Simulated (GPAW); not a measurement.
# Sr (Fm-3m) in GPAW: single point with r2SCAN

Aim: the single point of Sr with r2SCAN.

All numbers are computed with GPAW 26.7.0; they aren't measurements. Logs are shortened: lines on timing, memory, paths and dates and some standing lists are left out, and cuts for length are marked. The log counts tension as positive stress, the text compression.

## 1. The crystal as given

It takes space group Fm-3m (No. 225, cubic). The conventional cell has a = 6.085 Å, b = 6.085 Å, c = 6.085 Å, α = 90.00°, β = 90.00°, γ = 90.00°. Sr (site symmetry m-3m) is surrounded by 12 Sr at 4.30 Å.

## 2. Single point, r2SCAN

Input file run.py:

```python
from ase import Atoms
from ase.dft.bandgap import bandgap
from ase.io import write
from ase.units import GPa
from gpaw import GPAW, PW

atoms = Atoms(['Sr'],
              cell=[[0.0, 3.04235, 3.04235],
                    [3.04235, 0.0, 3.04235],
                    [3.04235, 3.04235, 0.0]],
              scaled_positions=[[0.0, 0.0, 0.0]],
              pbc=True)

calc = GPAW(mode=PW(400),
            xc='MGGA_X_R2SCAN+MGGA_C_R2SCAN',
            kpts={'size': (6, 6, 6), 'gamma': True},
            occupations={'name': 'fermi-dirac', 'width': 0.05},
            nbands=12,
            maxiter=120,
            txt='gpaw.txt')
atoms.calc = calc
energy = atoms.get_potential_energy()
forces = atoms.get_forces()
stress = atoms.get_stress()
calc.write('gs.gpw')
write('result.traj', atoms)
print(f'Energy: {energy:.6f} eV')
print('Forces (eV/A):')
print(forces.round(4))
print('Stress (GPa):', (stress / GPa).round(3))
print('Fermi level:', round(calc.get_fermi_level(), 4), 'eV')
print(f'Gap: {bandgap(calc)[0]:.4f} eV, direct: {bandgap(calc, direct=True)[0]:.4f} eV')
```

Potentials or basis: GPAW PAW data sets (gpaw-data 1.2.1), pw.

On the command line:

```
$ OMP_NUM_THREADS=1 python run.py
```

gpaw.txt:

```text
__  _  _
 | _ |_)|_||  |
 |__||  | ||/\| - 26.7.0

Input parameters:
  mode=PW(ecut=400.0),
  kpts=MonkhorstPack(size=(6, 6, 6), gamma=True),
  maxiter=120,
  nbands=12,
  occupations=Occupations(name='fermi-dirac', width=0.05),
  xc=XC(name='MGGA_X_R2SCAN+MGGA_C_R2SCAN')

Diagonalizing LCAO Hamiltonian
Converting LCAO to pw mode

       Sr

Atoms  # Å, Bohr magnetons
|   | symbol |        x |        y |        z |    initial magnetic moments |
|---|--------|----------|----------|----------|-----------------------------|
| 0 |     Sr | 0.000000 | 0.000000 | 0.000000 | ( 0.0000,  0.0000,  0.0000) |

Unit cell  # Å
| periodic |        x |        y |        z |  lengths |    angles |
|----------|----------|----------|----------|----------|-----------|
|      yes | 0.000000 | 3.042350 | 3.042350 | 4.302533 | 60.000000 |
|      yes | 3.042350 | 0.000000 | 3.042350 | 4.302533 | 60.000000 |
|      yes | 3.042350 | 3.042350 | 0.000000 | 4.302533 | 60.000000 |

Number of symmetries: 48
Symmetry operations  # r_c * U_cc + t_c -> r_c
|    | kind |            matrix            |
|----|------|------------------------------|
|  0 |  σ   |  1, 0, 0,  1, 0,-1,  1,-1, 0 |
|  1 |  C2  |  1, 0, 0,  1,-1, 0,  1, 0,-1 |
|  2 |  E   |  1, 0, 0,  0, 1, 0,  0, 0, 1 |
|  3 |  σ   |  1, 0, 0,  0, 0, 1,  0, 1, 0 |
|  4 |  C4  |  1, 0,-1,  1, 0, 0,  1,-1, 0 |
|  5 |  S6  |  1, 0,-1,  1,-1, 0,  1, 0, 0 |
|  6 |  σ   |  1, 0,-1,  0, 1,-1,  0, 0,-1 |
|  7 |  C3  |  1, 0,-1,  0, 0,-1,  0, 1,-1 |
|  8 |  S6  |  1,-1, 0,  1, 0, 0,  1, 0,-1 |
|  9 |  C4  |  1,-1, 0,  1, 0,-1,  1, 0, 0 |
| 10 |  C3  |  1,-1, 0,  0,-1, 1,  0,-1, 0 |
| 11 |  σ   |  1,-1, 0,  0,-1, 0,  0,-1, 1 |
| 12 |  σ   |  0, 1, 0,  1, 0, 0,  0, 0, 1 |
| 13 |  C4  |  0, 1, 0,  0, 1,-1, -1, 1, 0 |
| 14 |  C3  |  0, 1, 0,  0, 0, 1,  1, 0, 0 |
| 15 |  S6  |  0, 1, 0, -1, 1, 0,  0, 1,-1 |
| 16 |  C2  |  0, 1,-1,  1, 0,-1,  0, 0,-1 |
| 17 |  σ   |  0, 1,-1,  0, 1, 0, -1, 1, 0 |
| 18 |  S4  |  0, 1,-1,  0, 0,-1,  1, 0,-1 |
| 19 |  C4  |  0, 1,-1, -1, 1, 0,  0, 1, 0 |
| 20 |  C3  |  0, 0, 1,  1, 0, 0,  0, 1, 0 |
| 21 |  σ   |  0, 0, 1,  0, 1, 0,  1, 0, 0 |
| 22 |  S6  |  0, 0, 1,  0,-1, 1, -1, 0, 1 |
| 23 |  C4  |  0, 0, 1, -1, 0, 1,  0,-1, 1 |
| 24 |  S4  |  0, 0,-1,  1, 0,-1,  0, 1,-1 |
| 25 |  C3  |  0, 0,-1,  0, 1,-1,  1, 0,-1 |
| 26 |  C2  |  0, 0,-1,  0,-1, 0, -1, 0, 0 |
| 27 |  S6  |  0, 0,-1, -1, 0, 0,  0,-1, 0 |
| 28 |  S4  |  0,-1, 1,  1,-1, 0,  0,-1, 0 |
| 29 |  C4  |  0,-1, 1,  0, 0, 1, -1, 0, 1 |
| 30 |  C2  |  0,-1, 1,  0,-1, 0,  1,-1, 0 |
| 31 |  σ   |  0,-1, 1, -1, 0, 1,  0, 0, 1 |
| 32 |  C3  |  0,-1, 0,  1,-1, 0,  0,-1, 1 |
| 33 |  S6  |  0,-1, 0,  0, 0,-1, -1, 0, 0 |
| 34 |  S4  |  0,-1, 0,  0,-1, 1,  1,-1, 0 |
| 35 |  C2  |  0,-1, 0, -1, 0, 0,  0, 0,-1 |
| 36 |  C2  | -1, 1, 0,  0, 1, 0,  0, 1,-1 |
| 37 |  S6  | -1, 1, 0,  0, 1,-1,  0, 1, 0 |
| 38 |  S4  | -1, 1, 0, -1, 0, 1, -1, 0, 0 |
| 39 |  C3  | -1, 1, 0, -1, 0, 0, -1, 0, 1 |
| 40 |  S6  | -1, 0, 1,  0, 0, 1,  0,-1, 1 |
| 41 |  C2  | -1, 0, 1,  0,-1, 1,  0, 0, 1 |
| 42 |  C3  | -1, 0, 1, -1, 1, 0, -1, 0, 0 |
| 43 |  S4  | -1, 0, 1, -1, 0, 0, -1, 1, 0 |
| 44 |  C2  | -1, 0, 0,  0, 0,-1,  0,-1, 0 |
| 45 |  i   | -1, 0, 0,  0,-1, 0,  0, 0,-1 |
| 46 |  σ   | -1, 0, 0, -1, 1, 0, -1, 0, 1 |
| 47 |  C2  | -1, 0, 0, -1, 0, 1, -1, 1, 0 |

BZ-sampling:
  Number of BZ points: 216
  Number of IBZ points: 16

  Monkhorst-Pack size: [6, 6, 6]
  Monkhorst-Pack shift: [0.08333333333333333, 0.08333333333333333, 0.08333333333333333]

K-points  # in reciprocal-cell coordinates
|     |                                coordinates |     weight |
|-----|--------------------------------------------|------------|
|   0 | (  0.00000000,   0.00000000,   0.00000000) | 0.00462963 |
|   1 | (  0.16666667,   0.16666667,   0.00000000) | 0.02777778 |
|   2 | (  0.16666667,   0.16666667,   0.16666667) | 0.03703704 |
|   3 | (  0.33333333,   0.16666667,   0.16666667) | 0.05555556 |
|   4 | (  0.33333333,   0.33333333,  -0.33333333) | 0.05555556 |
|   5 | (  0.33333333,   0.33333333,   0.00000000) | 0.02777778 |
|   6 | (  0.33333333,   0.33333333,   0.16666667) | 0.11111111 |
|   7 | (  0.33333333,   0.33333333,   0.33333333) | 0.03703704 |
|   8 | (  0.50000000,   0.33333333,  -0.33333333) | 0.11111111 |
|   9 | (  0.50000000,   0.33333333,  -0.16666667) | 0.05555556 |
| ... |                                            |            |
|  15 | (  0.50000000,   0.50000000,   0.50000000) | 0.01851852 |

Plane wave coefficients: 1034
Cutoff: 400.0 eV

Spin-components: 1 (collinear spins)
Bands:           12
Projectors:      5
Spin-degeneracy: 2
Datatype:        complex128

Parallelization:
  kpt:    1
  domain: 1
  band:   1

Density:
  Valence electrons: 10.0
  Components: 1
  Grid points: [20 20 20]
  Charge: 0.0  # |e|

Potential:
  Grid points: [20 20 20]

species:
  Sr:
    name:    Strontium
    Z:       38.0
    valence: 10
    core:    28
    charge:  0.0  # [|e|]
    compensation charges:
      type: gauss
      rc: 0.40  # [Å]
      lmax: 2
    cutoffs:
      filter: 2.39  # [Å]
      core: 1.85  # [Å]
    projectors
    | kind |    occ | energy [eV] | rcut [Å] |
    |------|--------|-------------|----------|
    |   4s |  2.000 |     -40.883 |    1.291 |
    |   5s |  2.000 |      -3.525 |    1.291 |
    |   4p |  6.000 |     -22.826 |    1.291 |
    |    p |        |       4.386 |    1.291 |
    |    d |        |       0.000 |    1.254 |

    Using partial waves for Sr as LCAO basis

Reference energy: -86496.770008  # eV

eigensolver:
  PPCG
  Converge bands: occupied
  niter=2

density mixing:
  MSR1-Mixer
  Pratt-step length: 0.05
  Maximum mixing coefficient: 0.75
  Old densities: 10
  SVD Regularization: 0.005
  Good broyden scale: 1.0
  Trust region scale: 1.0
  Backstep threshold: 4.0
  History deletion threshold: 6.0
  Fourier metric: weight=20.0, sigma=0.015

occupation numbers:
  Fermi-Dirac:
    width: 0.0500  # eV

poisson solver:
  ecut: 3200.0  # eV

xc functional:
  name: MGGA_X_R2SCAN+MGGA_C_R2SCAN with 2 nearest neighbor stencil

convergence criteria:
- Maximum [total energy] change in last 3 cyles: 0.0005 eV / valence electron
- Maximum integral of absolute [dens]ity change: 0.0001 electrons / valence electron
- Maximum integral of absolute [eigenst]ate change: 4e-08 eV^2 / valence electron
maximum number of iterations: 120

SCF iterations
|iter     | |      energy | eigst |  dens |
|---------|-|-------------|-------|-------|
|iter:   1| |  -15.548184 | +0.21 |       |
|iter:   2| |  -12.633667 | -1.14 | -1.60 |
|iter:   3| |  -12.629902 | -2.18 | -1.46 |
|iter:   4| |  -12.616660 | -2.61 | -1.77 |
|iter:   5| |  -12.616779 | -3.81 | -2.15 |
|iter:   6| |  -12.617101c| -4.22 | -2.13 |
|iter:   7| |  -12.617125c| -5.50 | -2.48 |
|iter:   8| |  -12.617211c| -5.10 | -2.56 |
|iter:   9| |  -12.617225c| -6.14 | -3.18 |
|iter:  10| |  -12.617238c| -6.56 | -3.27 |
|iter:  11| |  -12.617238c| -7.79c| -4.29c|

Converged in 11 steps
Energy contributions relative to reference atoms: (reference = -86496.770008)

Energy contributions:
  Kinetic:          -3.216311
  Coulomb:           4.745201
  Zero:             -0.219373
  External:          0.000000
  Xc:              -13.917064
  Entropy:          -0.019381
  Spinorbit:         0.000000
  ----------------------------
  Free energy:     -12.626929
  Extrapolated:    -12.617238

dipole moment: (-23.921426, -23.921426, -23.921426)  # |e|*Ang

Fermi level: 3.460
Eigenvalues  # (at kpt = [0.000, 0.000, 0.000])
| band index |      eig [eV] | occ [0-2] |
|------------|---------------|-----------|
|          0 |       -34.551 |     2.000 |
|          1 |       -15.830 |     2.000 |
|          2 |       -15.830 |     2.000 |
|          3 |       -15.830 |     2.000 |
|          4 |        -0.362 |     2.000 |
|          5 |         6.143 |     0.000 |
|          6 |         6.143 |     0.000 |
|          7 |         6.143 |     0.000 |
|          8 |         7.653 |     0.000 |
|          9 |         7.653 |     0.000 |
|         10 |        10.785 |     0.000 |
|         11 |        12.997 |     0.000 |

No gap
No difference between direct/indirect transitions

Forces  # eV/Ang
|       x |       y |       z |
|---------|---------|---------|
| 0.00000 | 0.00000 | 0.00000 |  # Sr   0

Stress tensor  # eV/Ang^3
|         x |         y |         z |
|-----------|-----------|-----------|
|  0.000203 | -0.000000 | -0.000000 |
| -0.000000 |  0.000203 |  0.000000 |
| -0.000000 |  0.000000 |  0.000203 |

# Writing to gs.gpw (mode='')
```

Run time: 5.3 s. Hardware: 1 thread of AMD EPYC 9R45 (Zen 5), shared host; peak memory 0.18 GiB.

The run converged, but some of its settings lie outside the range that counts as converged, so its numbers aren't taken as properties of the crystal.

Results:

```
Free energy            : -12.6269 eV
Pressure               : 0.0 GPa
Band gap on the k mesh : none (metal or under the smearing width)
```

Caveat: the cutoff is short for stress and forces, so pressures can be off by a GPa or more; the PAW data sets were made with another functional, which shifts forces and pressure a little.
